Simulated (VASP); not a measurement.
The input files of a VASP run:

File KPOINTS:
```
Automatic mesh
0
Gamma
6 6 6
0 0 0
```

File POSCAR:
```
ZnTe
1
    0.0000000000     3.0500000000     3.0500000000
    3.0500000000     0.0000000000     3.0500000000
    3.0500000000     3.0500000000     0.0000000000
Zn Te
1 1
Direct
  0.0000000000   0.0000000000   0.0000000000
  0.2500000000   0.2500000000   0.2500000000
```

INCAR:
```
SYSTEM = ZnTe
PREC = Accurate
ENCUT = 400
EDIFF = 1E-6
NELM = 60
ALGO = VeryFast
LREAL = .FALSE.
LASPH = .TRUE.
ISMEAR = 0
SIGMA = 0.05
GGA = PE
LMAXMIX = 4
LWAVE = .FALSE.
LCHARG = .FALSE.
ISIF = 2
NELMDL = -1
```

POTCAR, in this order: Zn Te (PBE.64 set). Program: vasp_std.

The resulting files:

File standard output:
```
...
RMM:  21     0.942248753426E+03   -0.48329E+00   -0.55089E+00   816   0.437E+01    0.155E+02
RMM:  22     0.942336752442E+03    0.87999E-01   -0.54160E+00   805   0.422E+01    0.141E+02
RMM:  23     0.942365642249E+03    0.28890E-01   -0.52940E+00   815   0.408E+01    0.127E+02
RMM:  24     0.942442879872E+03    0.77238E-01   -0.56600E+00   806   0.395E+01    0.106E+02
RMM:  25     0.942475124587E+03    0.32245E-01   -0.55792E+00   815   0.387E+01    0.795E+01
RMM:  26     0.942295242930E+03   -0.17988E+00   -0.60856E+00   807   0.380E+01    0.482E+01
RMM:  27     0.942052533491E+03   -0.24271E+00   -0.39875E+00   815   0.372E+01    0.230E+01
RMM:  28     0.941846670554E+03   -0.20586E+00   -0.22349E+00   817   0.360E+01    0.893E+00
RMM:  29     0.941792709604E+03   -0.53961E-01   -0.49912E-01   827   0.346E+01    0.464E+00
RMM:  30     0.941754942961E+03   -0.37767E-01   -0.38659E-01   828   0.334E+01    0.527E+00
RMM:  31     0.941608176741E+03   -0.14677E+00   -0.13780E+00   815   0.326E+01    0.455E+00
RMM:  32     0.941610755137E+03    0.25784E-02   -0.18931E-02   816   0.316E+01    0.482E+00
RMM:  33     0.941610816454E+03    0.61316E-04   -0.12801E-01   813   0.308E+01    0.277E+00
RMM:  34     0.941648876348E+03    0.38060E-01    0.23822E-01   809   0.300E+01    0.371E+00
RMM:  35     0.941618465986E+03   -0.30410E-01   -0.35660E-01   809   0.294E+01    0.518E+00
RMM:  36     0.941592942916E+03   -0.25523E-01   -0.26666E-01   809   0.288E+01    0.815E+00
RMM:  37     0.941538304258E+03   -0.54639E-01   -0.53710E-01   815   0.282E+01    0.741E+00
RMM:  38     0.941471925750E+03   -0.66379E-01   -0.67249E-01   818   0.277E+01    0.372E+00
RMM:  39     0.941412191755E+03   -0.59734E-01   -0.60194E-01   809   0.273E+01    0.216E+00
RMM:  40     0.941373551465E+03   -0.38640E-01   -0.38389E-01   811   0.268E+01    0.211E+00
RMM:  41     0.941328606237E+03   -0.44945E-01   -0.45255E-01   816   0.264E+01    0.254E+00
RMM:  42     0.941306906506E+03   -0.21700E-01   -0.21531E-01   817   0.260E+01    0.256E+00
RMM:  43     0.941278362938E+03   -0.28544E-01   -0.28444E-01   809   0.256E+01    0.285E+00
RMM:  44     0.941243507472E+03   -0.34855E-01   -0.34584E-01   784   0.252E+01    0.356E+00
RMM:  45     0.941210094851E+03   -0.33413E-01   -0.33191E-01   785   0.248E+01    0.404E+00
RMM:  46     0.941170270005E+03   -0.39825E-01   -0.39620E-01   789   0.245E+01    0.440E+00
RMM:  47     0.941136663362E+03   -0.33607E-01   -0.33437E-01   812   0.242E+01    0.451E+00
RMM:  48     0.941098668107E+03   -0.37995E-01   -0.37786E-01   792   0.238E+01    0.491E+00
RMM:  49     0.941069925337E+03   -0.28743E-01   -0.28532E-01   787   0.235E+01    0.531E+00
RMM:  50     0.941030812268E+03   -0.39113E-01   -0.38823E-01   790   0.232E+01    0.579E+00
RMM:  51     0.941002770560E+03   -0.28042E-01   -0.27833E-01   799   0.229E+01    0.619E+00
RMM:  52     0.940958461360E+03   -0.44309E-01   -0.43569E-01   815   0.226E+01    0.690E+00
RMM:  53     0.940934788117E+03   -0.23673E-01   -0.23472E-01   809   0.223E+01    0.726E+00
RMM:  54     0.940897282285E+03   -0.37506E-01   -0.37307E-01   790   0.220E+01    0.765E+00
RMM:  55     0.940875579766E+03   -0.21703E-01   -0.21543E-01   785   0.217E+01    0.800E+00
RMM:  56     0.940837553185E+03   -0.38027E-01   -0.37857E-01   787   0.215E+01    0.836E+00
RMM:  57     0.940812019841E+03   -0.25533E-01   -0.25441E-01   812   0.212E+01    0.860E+00
RMM:  58     0.940771981154E+03   -0.40039E-01   -0.39921E-01   811   0.210E+01    0.894E+00
RMM:  59     0.940745401569E+03   -0.26580E-01   -0.26503E-01   791   0.207E+01    0.926E+00
RMM:  60     0.940700696848E+03   -0.44705E-01   -0.44629E-01   786   0.205E+01

 -----------------------------------------------------------------------------
|                                                                             |
|           W    W    AA    RRRRR   N    N  II  N    N   GGGG   !!!           |
|           W    W   A  A   R    R  NN   N  II  NN   N  G    G  !!!           |
|           W    W  A    A  R    R  N N  N  II  N N  N  G       !!!           |
|           W WW W  AAAAAA  RRRRR   N  N N  II  N  N N  G  GGG   !            |
|           WW  WW  A    A  R   R   N   NN  II  N   NN  G    G                |
|           W    W  A    A  R    R  N    N  II  N    N   GGGG   !!!           |
|                                                                             |
|     The electronic self-consistency was not achieved in the given           |
|     number of steps (NELM). The forces and other quantities evaluated       |
|     might not be reliable so examine the results carefully. If you find     |
|     spurious results, we suggest increasing NELM, if you were close to      |
|     convergence or switching to a different ALGO or adjusting the           |
|     density mixing parameters otherwise.                                    |
|                                                                             |
 -----------------------------------------------------------------------------

   1 F= 0.94070070E+03 E0= 0.94070130E+03  d E =-.121289E-02
```

OUTCAR:
```
------------------------ aborting loop EDIFF was not reached (unconverged)  ----------------------------
  FORCE on cell =-STRESS in cart. coord.  units (eV):
  Direction    XX          YY          ZZ          XY          YZ          ZX
  --------------------------------------------------------------------------------------
  Total      110.4361981    110.4361981    110.4361981      0.0000000      0.0000000     -0.0000000
  in kB     3118.1177802   3118.1177802   3118.1177802      0.0000000      0.0000000     -0.0000000
  external PRESSURE =    3118.1177802 kB  Pullay stress =       0.0000000 kB
  volume of cell :       56.75
      direct lattice vectors                 reciprocal lattice vectors
     0.000000000  3.050000000  3.050000000    -0.163934426  0.163934426  0.163934426
     3.050000000  0.000000000  3.050000000     0.163934426 -0.163934426  0.163934426
     3.050000000  3.050000000  0.000000000     0.163934426  0.163934426 -0.163934426
 POSITION                                       TOTAL-FORCE (eV/Angst)
 -----------------------------------------------------------------------------------
      0.00000      0.00000      0.00000        -0.000000     -0.000000     -0.000000
      1.52500      1.52500      1.52500         0.000000      0.000000      0.000000
 -----------------------------------------------------------------------------------
    total drift:                               -0.001894     -0.001894     -0.001894
  FREE ENERGIE OF THE ION-ELECTRON SYSTEM (eV)
  ---------------------------------------------------
  free  energy   TOTEN  =       940.7006968477 eV

  energy  without entropy=      940.7019097381  energy(sigma->0) =      940.70130329
```
(Selected blocks of OUTCAR.)

Problem. Read input and log: which fault does this run have?
A. LDA potentials were taken and GGA is not set, so the run is LDA and not PBE
B. IBRION is misspelt, so VASP ignores the line and takes its default
C. ALGO = VeryFast starts from random orbitals with almost no delay (NELMDL = -1)
D. one atom is typed twice, on or next to the same site

Solution. C, ALGO = VeryFast starts from random orbitals with almost no delay (NELMDL = -1). The run did not converge; its last values are not results. Against the sound run, the energy per atom (σ→0) rises by 472.933 eV/atom; the pressure rises by 310.02 GPa; the band gap drops by 1.25 eV.

To mend it, set ALGO = Normal, remove NELMDL.

The mended run (PBE GGA, plane waves, VASP's PBE PAW potentials (set 64)) converges, and its OSZICAR ends with
```
   1 F= -.51652279E+01 E0= -.51652279E+01  d E =-.475575E-15
```

The compound is ZnTe in the zinc blende structure. The cell was not relaxed at this level.
